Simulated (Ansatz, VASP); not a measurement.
One calculation of Ga, two programs

File INCAR:

```
SYSTEM = Ga
ALGO = Fast ; EDIFF = 1E-7
EDIFFG = -0.01 ; ENCUT = 600
IBRION = 2 ; ISIF = 3
ISMEAR = -1 ; LASPH = .TRUE.
LCHARG = .FALSE. ; LREAL = .FALSE.
LWAVE = .FALSE. ; NELM = 80
NSW = 60 ; PREC = Accurate
SIGMA = 0.05
```

File KPOINTS:

```
k-points
0
G
  10 10 10
  0 0 0
```

Contents of POSCAR:

```
Ga
1.0
    2.7164800000      0.0000000000      0.0000000000
    0.0000000000      2.7164800000      0.0000000000
    0.0000000000      0.0000000000      2.7164800000
Ga
1
Direct
    0.0000000000      0.0000000000      0.0000000000
```

Contents of input.yaml:

```yaml
crystal:
  lattice:
    - [2.71648, 0.0, 0.0]
    - [0.0, 2.71648, 0.0]
    - [0.0, 0.0, 2.71648]
  atoms:
    - { symbol: Ga, position: [0.0, 0.0, 0.0] }
hamiltonian:
  xc: lda
  pseudopotentials: { kind: paw }
kpoints:
  mp_grid: { grid: [10, 10, 10] }
scf:
  occupations: { method: fermi_dirac, width: 0.05 }
output:
  forces: true
  stress: true
  eigenvalues: true
relax:
  f_tol: 0.01
  max_steps: 40
  cell: { stress_tol: 0.05 }
```

The cell was built by a generator and needn't be a form met in nature.

Alike in both runs: task relaxation of cell and atoms; functional LDA; k mesh 10 × 10 × 10; occupations fermi-dirac, width 0.05 eV; no spin polarisation.

|  | VASP | Ansatz |
| --- | --- | --- |
| version | VASP 6.6.1 | Ansatz 0.2.0 |
| potentials or method | VASP PAW LDA potentials, release 64 (Ga_d) | Ansatz PAW |
| plane-wave cutoff (eV) | 600 | 420 |
| valence electrons in the cell | 13 | 13 |

```tsv
	VASP	Ansatz	Ansatz less VASP
gap on the k mesh at the Fermi level, each at its own relaxed structure (eV)	none	none	-
relaxed volume (Å³/atom)	18.07	18.03	-0.041
relaxed cell length with the largest relative difference (Å)	2.624	2.622	-0.0020
energy change over the relaxation (meV/atom)	-34	-35	-1.0
```

A gap of «none» marks a metal or a gap that the smearing closes.

Caveats: the plane-wave basis is chosen anew once the cell has moved, so the energies of steps on either side of that aren't comparable (Ansatz); the PAW data sets come from PBE, with cores solved anew for the run's functional, which leaves a small shift of forces and pressure (Ansatz).
